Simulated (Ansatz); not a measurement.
# PtSe2: response to biaxial strain in the a-b plane

One table from this session's results is given with a row withheld; the runs are named, their logs left out.

Program: Ansatz 0.2.0. Level of theory: DFT PBEsol, scalar-relativistic, plane waves, PAW. These are calculated values, not measurements.

3 further runs of the same task are left out: 3 set aside as unsound or not needed.

## The system as given

Symmetry: P-3m1, No. 164, trigonal system. The conventional cell has a = 3.759 Å, b = 3.759 Å, c = 4.869 Å, α = 90.00°, β = 90.00°, γ = 120.00°. Pt (site symmetry -3m) has 6 Se at 2.51 Å as nearest neighbours. Se (site symmetry 3m) has 3 Pt at 2.51 Å as nearest neighbours.

As a file:

```xyz
3
Lattice="3.7594 0.0000 0.0000 -1.8797 3.2557 0.0000 0.0000 0.0000 4.8686" Properties=species:S:1:pos:R:3 pbc="T T T"
Pt    0.0000    0.0000    0.0000
Se    1.8797    1.0852    3.5997
Se    0.0000    2.1705    1.2689
```

It goes back to an entry of the Materials Project.

It is the result of an earlier relaxation at this level (volume 19.86 Å³/atom; gap on the mesh: none (metal)).

The unstrained cell comes from an earlier run at this level (3 atoms, E(σ→0) -23233.4688 eV, gap none (metal)).

Set-up of the first run:

input.yaml

```yaml
crystal:
  lattice:
    - [3.7217674329, 0.0, 0.0]
    - [-1.8608837164, 3.2231451438, 0.0]
    - [0.0, 0.0, 4.8977663901]
  atoms:
    - { symbol: Pt, position: [0.0, 0.0, 0.0] }
    - { symbol: Se, position: [0.6666666667, 0.3333333333, 0.7393682788] }
    - { symbol: Se, position: [0.3333333333, 0.6666666667, 0.2606317212] }
basis:
  ecutwfc: 420
kpoints:
  mp_grid: { grid: [18, 18, 12] }
hamiltonian:
  xc: pbesol
scf:
  occupations: { method: gaussian, width: 0.1 }
output:
  forces: true
  stress: true
  eigenvalues: true
  write_density: true
  write_potential: true
  elf: true
  volumetric_format: npy
relax:
  adjacent_minimum: "off"
  f_tol: 0.008
  max_steps: 40
  cell: { stress_tol: 0.015, fix: [a, b, gamma] }
```

On the command line:

```console
> ansatz run input.yaml --threads 1 --pin off --max-ram 2560MiB --backend cpu --events-out ev --progress --plain --runs-dir out
```

Among the steps run: Strain -1.0 %; The cell strained by +1.0 %; The cell strained by -2.0 %; At +2.0 %; At -3.0 %; The cell strained by +3.0 %.

One of the session's tables, all rows but one given; the rest of the session is left out.

Lengths are those of the vectors of the cell that was run; stresses in GPa:

| strain (%) | ΔE (meV/atom) | a (Å) | b (Å) | c (Å) |
| --- | --- | --- | --- | --- |
| -3.0 | 22.2 | 3.647 | 3.647 | 5.162 |
| -2.0 | ? | ? | ? | ? |
| -1.0 | 2.6 | 3.722 | 3.722 | 4.945 |
| +0.0 | 0.0 | 3.759 | 3.759 | 4.869 |
| +1.0 | 2.3 | 3.797 | 3.797 | 4.794 |
| +2.0 | 9.3 | 3.835 | 3.835 | 4.729 |
| +3.0 | 20.8 | 3.872 | 3.872 | 4.667 |

**Question.** Estimate the row for strain (%) = -2.0.

Worked estimate for «ΔE (meV/atom)». A straight line through the neighbours (-3.0, 22.2) and (-1.0, 2.6) gives 22.2 + (2.6 − 22.2) × (-2.0 + 3.0) / (-1.0 + 3.0) = 12.4; a parabola fitted to 3 rows on both sides gives 10.0.

The run gave: ΔE (meV/atom): 10.0; a (Å): 3.684; b (Å): 3.684; c (Å): 5.041. In «ΔE (meV/atom)» the line misses by +2.4 and the parabola by 0.0.

ΔE is over the unstrained cell. Stress in GPa, positive in compression, on the Cartesian axes of the input. 
